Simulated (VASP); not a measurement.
## VASP 6.6.1 run: BN

INCAR

```
SIGMA = 0.02
PREC = Accurate
NBANDS = 11
LCHARG = .FALSE.
IBRION = -1
LREAL = .FALSE.
NELM = 91
NSW = 0
METAGGA = MS2
EDIFF = 1E-6
LASPH = .TRUE.
ISIF = 2
ENCUT = 520
ISMEAR = -1
LWAVE = .FALSE.
```

KPOINTS

```
KPOINTS created by Atomic Simulation Environment
0
Gamma
12 12 12
0 0 0
```

POSCAR

```
B  N
 1.0000000000000000
     1.2501241103790561    0.7217594916313509    3.2533303711975869
    -1.2501241103790561    0.7217594916313509    3.2533303711975869
     0.0000000000000000   -1.4435189833120179    3.2533303711866459
 B   N
   1   1
Cartesian
  0.0000000000000001 -0.0000000000493008  9.7569467995754895
  0.0000000000000000 -0.0000000000164097  3.2475874398676758
```

The recommended PBE PAW datasets give the neutral cell 8 valence electrons.

Command

```
mpirun -np 1 vasp_std
```

OSZICAR

```
N       E                     dE             d eps       ncg     rms          rms(c)
DAV:   1    -0.172846538949E+01   -0.17285E+01   -0.45394E+03  4190   0.662E+02
DAV:   2    -0.329699429088E+02   -0.31241E+02   -0.30313E+02  4996   0.158E+02
DAV:   3    -0.337016370279E+02   -0.73169E+00   -0.73056E+00  5111   0.222E+01
DAV:   4    -0.337036977581E+02   -0.20607E-02   -0.20607E-02  4640   0.126E+00
DAV:   5    -0.337037052910E+02   -0.75330E-05   -0.75329E-05  5079   0.671E-02    0.787E+00
DAV:   6    -0.210112708768E+02    0.12692E+02   -0.62144E+00  4224   0.156E+01    0.394E+00
DAV:   7    -0.212200761859E+02   -0.20881E+00   -0.39395E-01  4895   0.520E+00    0.254E+00
DAV:   8    -0.212441703790E+02   -0.24094E-01   -0.12416E-01  4902   0.271E+00    0.390E-01
DAV:   9    -0.212464802223E+02   -0.23098E-02   -0.47201E-03  4527   0.514E-01    0.165E-01
DAV:  10    -0.212472598201E+02   -0.77960E-03   -0.75357E-04  4632   0.245E-01    0.312E-02
DAV:  11    -0.212473106892E+02   -0.50869E-04   -0.11913E-04  4656   0.872E-02    0.244E-02
DAV:  12    -0.212473149829E+02   -0.42937E-05   -0.10690E-05  4905   0.246E-02    0.327E-03
DAV:  13    -0.212473147260E+02    0.25692E-06   -0.68118E-07  2661   0.583E-03
   1 F= -.21247315E+02 E0= -.21247315E+02  d E =-.126733E-11
```

From OUTCAR

```
k-points           NKPTS =    189   k-points in BZ     NKDIM =    189   number of bands    NBANDS=     11

   NELECT =       8.0000    total number of electrons

   dimension x,y,z NGX =    28 NGY =   28 NGZ =   28
   dimension x,y,z NGXF=    56 NGYF=   56 NGZF=   56

  energy-cutoff  :      520.00
  volume of cell :       17.61
      direct lattice vectors                 reciprocal lattice vectors
     1.250124110  0.721759492  3.253330371     0.399960289  0.230917180  0.102459110
    -1.250124110  0.721759492  3.253330371    -0.399960289  0.230917180  0.102459110
     0.000000000 -1.443518983  3.253330371     0.000000000 -0.461834361  0.102459110

 k-points in reciprocal lattice and weights: KPOINTS created by Atomic Simulation Env
   0.00000000  0.00000000  0.00000000       0.001
   0.08333333  0.00000000  0.00000000       0.003
   0.16666667  0.00000000 -0.00000000       0.003
   0.25000000  0.00000000 -0.00000000       0.003
   0.33333333  0.00000000 -0.00000000       0.003
   0.41666667  0.00000000 -0.00000000       0.003
   0.50000000  0.00000000 -0.00000000       0.002
   0.08333333  0.08333333  0.00000000       0.003
   ...

 E-fermi :   2.7506

 k-point     1 :       0.0000    0.0000    0.0000
  band No.  band energies     occupation
      1     -16.5996      2.00000
      2      -1.7592      2.00000
      3       0.7953      2.00000
      4       0.7953      2.00000
      5       7.8116      0.00000
      6      15.0241      0.00000
      7      15.0241      0.00000
      8      16.5325      0.00000
      9      18.1984      0.00000
     10      28.8818      0.00000
     11      31.6278      0.00000

 k-point     2 :       0.0833    0.0000    0.0000
  band No.  band energies     occupation
      1     -16.4584      2.00000
      2      -1.6119      2.00000
      3       0.2156      2.00000
      4       0.5425      2.00000
      5       8.1063      0.00000
      6      14.8976      0.00000
      7      15.6349      0.00000
      8      16.0074      0.00000
      9      18.6751      0.00000
     10      28.9776      0.00000
     11      29.5195      0.00000

 k-point     3 :       0.1667    0.0000   -0.0000
  band No.  band energies     occupation
      1     -16.0440      2.00000
      2      -1.2910      2.00000
      3      -1.1287      2.00000
      4      -0.0796      2.00000
      5       8.8802      0.00000
      6      14.4876      0.00000
      7      14.7988      0.00000
      8      17.3070      0.00000
      9      19.7809      0.00000
     10      26.2037      0.00000
     11      28.3426      0.00000

 k-point     4 :       0.2500    0.0000   -0.0000
  band No.  band energies     occupation
      1     -15.3881      2.00000
      2      -3.1003      2.00000
      3      -0.8081      2.00000
      4      -0.4662      2.00000
      5       9.9221      0.00000
      6      12.7779      0.00000
      7      14.5501      0.00000
      8      19.7007      0.00000
      9      20.8082      0.00000
     10      24.1337      0.00000
     11      26.6793      0.00000

 k-point     5 :       0.3333    0.0000   -0.0000
  band No.  band energies     occupation
      1     -14.5687      2.00000
      2      -4.9379      2.00000
      3      -1.4387      2.00000
      4       0.4305      2.00000
      5      10.1407      0.00000
      6      11.9046      0.00000
      7      14.5840      0.00000
      8      20.4918      0.00000
      9      22.4206      0.00000
     10      23.6426      0.00000
     11      25.4788      0.00000

 ...

  Total        0.0054228      0.0054228      0.1168868      0.0000000     -0.0000000     -0.0000000
  in kB        0.4932979      0.4932979     10.6328823      0.0000000     -0.0000000     -0.0000000
  external PRESSURE =       3.8731593 kB  Pullay stress =       0.0000000 kB

 POSITION                                       TOTAL-FORCE (eV/Angst)
 -----------------------------------------------------------------------------------
      0.00000     -0.00000      9.75695         0.000000     -0.000000      0.005030
      0.00000     -0.00000      3.24759         0.000000      0.000000     -0.005030
 -----------------------------------------------------------------------------------
    total drift:                               -0.000000     -0.000000      0.000012

  FREE ENERGIE OF THE ION-ELECTRON SYSTEM (eV)
  ---------------------------------------------------
  free  energy   TOTEN  =       -21.2473147260 eV

  energy  without entropy=      -21.2473147260  energy(sigma->0) =      -21.24731473
```

It converged. Results: gap between bands v and c on the k mesh 4.59 eV; least direct gap on the k mesh 5.20 eV; pressure 0.4 GPa. Band v is the last that the valence electrons fill when counted band by band, and c is the next.

For comparison, a separate PBE run of the intended cell, on usual settings and not on those above, gives a gap of 4.22 eV on its mesh and a pressure of 4.7 GPa.

The run above took about 3 min on one core of a shared host (Intel Xeon Platinum 8488C) and held 0.18 GiB at most.
